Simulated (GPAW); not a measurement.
The system is Cd.

```
Cd
1.0
    -1.78432    1.78432    1.78432
     1.78432   -1.78432    1.78432
     1.78432    1.78432   -1.78432
Cd
1
Direct
  0.00000 0.00000 0.00000
```

This isn't the form of Cd at room conditions, which is hcp.

- Program: GPAW 26.7.0
- Task: relaxation of cell and atoms
- Functional: revPBE
- Potentials or basis: the program's PAW data sets (release 1.2.1) made for this functional
- Cutoff: 600 eV
- Basis: pw
- k mesh: 10 × 10 × 10
- Occupations: fermi-dirac, width 0.05 eV
- Spin: no spin polarisation

At the start: pressure 2.4 GPa; volume 22.72 Å³/atom.

Q: How do energy, volume and symmetry change on relaxing?

A: Over 4 steps the energy falls by 11.9 meV/atom and the volume is 24.34 Å³/atom (+7.1 %); space group Im-3m (No. 229, to 0.05 Å).

The path:
| step | energy change (eV) | largest force (eV/Å) | pressure (GPa) | volume (Å³) |
| --- | --- | --- | --- | --- |
| 1 | 0.0000 | 0.0000 | 2.38 | 22.72 |
| 2 | -0.0043 | 0.0000 | 1.81 | 23.05 |
| 3 | -0.0117 | 0.0000 | 0.15 | 24.23 |
| 4 | -0.0119 | 0.0000 | 0.01 | 24.34 |

Final structure:
```
CELL_PARAMETERS angstrom
-1.82566 1.82566 1.82566
1.82566 -1.82566 1.82566
1.82566 1.82566 -1.82566
ATOMIC_POSITIONS crystal
Cd 0.00000 0.00000 0.00000
```

Caveat: later steps reuse the first step's grids.
